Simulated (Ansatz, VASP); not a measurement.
**Two plane-wave programs on Ir**

The input INCAR:

```
PREC     = Accurate       # precision mode
ENCUT    = 520            # plane-wave cutoff, eV
EDIFF    = 1E-7           # SCF threshold, eV
ISMEAR   = 0              # smearing method
SIGMA    = 0.1            # smearing width, eV
LREAL    = F              # projectors in reciprocal space
LASPH    = T              # aspherical terms in the spheres
NELM     = 100            # most SCF steps
ALGO     = Fast           # electronic algorithm
ISIF     = 2              # what is computed and relaxed
LWAVE    = F              # write WAVECAR
LCHARG   = F              # write CHGCAR
NBANDS   = 10             # bands
```

KPOINTS

```
regular mesh
0
Gamma
  18 18 18
```

Contents of POSCAR:

```
Ir
1.0
    0.0000000000      1.9353304886      1.9353304886
    1.9353304886      0.0000000000      1.9353304886
    1.9353304886      1.9353304886      0.0000000000
Ir
1
Direct
    0.0000000000      0.0000000000      0.0000000000
```

Input for Ansatz:

```yaml
crystal:
  lattice:
    - [0.0, 1.9353304886, 1.9353304886]
    - [1.9353304886, 0.0, 1.9353304886]
    - [1.9353304886, 1.9353304886, 0.0]
  atoms:
    - { symbol: Ir, position: [0.0, 0.0, 0.0] }
basis:
  ecutwfc: 420
kpoints:
  mp_grid: { grid: [18, 18, 18] }
  band_path:
    path:
      - [[0.0, 0.0, 0.0], [0.5, 0.0, 0.5], [0.625, 0.25, 0.625]]
      - [[0.375, 0.375, 0.75], [0.0, 0.0, 0.0], [0.5, 0.5, 0.5], [0.5, 0.25, 0.75], [0.5, 0.0, 0.5]]
    npoints: 14
hamiltonian:
  xc: lda
scf:
  occupations: { method: gaussian, width: 0.1 }
  n_extra_bands: 6
output:
  forces: true
  stress: true
  eigenvalues: true
  populations: true
  dos: { projected: true, de: 0.02, nscf_kmesh: { grid: [27, 27, 27] } }
  bader: true
  write_density: true
  write_potential: true
  elf: true
  volumetric_format: npy
```

Alike in both runs: task single point; functional LDA; k mesh 18 × 18 × 18; occupations gaussian, width 0.1 eV; no spin polarisation.

|  | VASP | Ansatz |
| --- | --- | --- |
| version | VASP 6.6.1 | Ansatz 0.2.0 |
| potentials or method | VASP PAW LDA potentials, release 64 (Ir) | scalar-relativistic, plane waves, PAW |
| plane-wave cutoff (eV) | 520 | 420 |
| valence electrons in the cell | 9 | 17 |

Ansatz gave:

```
gap on the k mesh at the Fermi level (eV) : none
pressure (GPa)                            : -16.8
```

Q: Which values does VASP return?

A: gap on the k mesh at the Fermi level (eV): none; pressure (GPa): -14.9.

A gap of «none» marks a metal or a gap that the smearing closes. The two sets of potentials don't hold the same shells in valence.

Spin-orbit coupling is left out, which matters for the levels of Ir.
